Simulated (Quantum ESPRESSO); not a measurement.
The system is Si2W.

```xyz
3
Lattice="-1.6069 1.6069 3.9150 1.6069 -1.6069 3.9150 1.6069 1.6069 -3.9150" Properties=species:S:1:pos:R:3 pbc="T T T"
W     0.0000    0.0000    0.0000
Si    0.0000    0.0000    5.2092
Si    0.0000    0.0000    2.6207
```

Base run:

- Program: Quantum ESPRESSO 7.5
- Functional: PBE
- Potentials or basis: SSSP 1.3 efficiency PBE
- Cutoff: 748 eV
- Density cutoff: 5987 eV
- k mesh: 12 × 12 × 12
- Occupations: fermi-dirac, width 0.05 eV
- Spin: no spin polarisation

Its results: band gap on the k mesh none (metal or under the smearing width); pressure 3.4 GPa; largest force 0.081 eV/Å.

Problem. The run is repeated on the same cell with these changes: potentials or basis from SSSP 1.3 efficiency PBE to GBRV 1.5 PBE; cutoff from 748 eV to 612 eV; density cutoff from 5987 eV to 4898 eV; k mesh from 12 × 12 × 12 to 9 × 9 × 9. What comes out?

Solution. Band gap on the k mesh none (metal or under the smearing width); pressure 2.5 GPa; largest force 0.046 eV/Å.

Caveats: the Wannier minimisation didn't converge (some runs).

Not every run made on this cell is shown here.
